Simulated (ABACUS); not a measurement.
# ZnS: equation of state with HCTH407

Crystal: ZnS.

```
Zn S
1.0
     0.00000    2.70200    2.70200
     2.70200    0.00000    2.70200
     2.70200    2.70200    0.00000
Zn S
1 1
Direct
  0.75000 0.75000 0.75000
  0.00000 0.00000 0.00000
```

| Quantity | Value |
| --- | --- |
| Program | ABACUS 3.10.1 |
| Task | equation of state |
| Functional | HCTH407 |
| Potentials or basis | SPMS ONCV 1.0 PBE |
| Cutoff | 1143 eV |
| Density cutoff | 4572 eV |
| Basis | plane waves |
| k mesh | 7 × 7 × 7 |
| Occupations | fermi-dirac, width 0.05 eV |
| Spin | no spin polarisation |

* Equilibrium volume: 21.51 Å³/atom (rough: see the caveat)
* Bulk modulus: 56 GPa (rough)

Energy against volume, from the lowest point:
```
volume (Å³/atom)  energy (meV/atom)
          18.543              89.54
          19.332              43.31
          20.121              14.52
          20.910               0.00
```

All runs of the series together: 35 s on 4 threads of Intel(R) Xeon(R) Platinum 8488C (Sapphire Rapids), on a shared host.

Caveat: the minimum lies outside the volumes run; the potentials were made for another functional, which shifts forces and pressure.
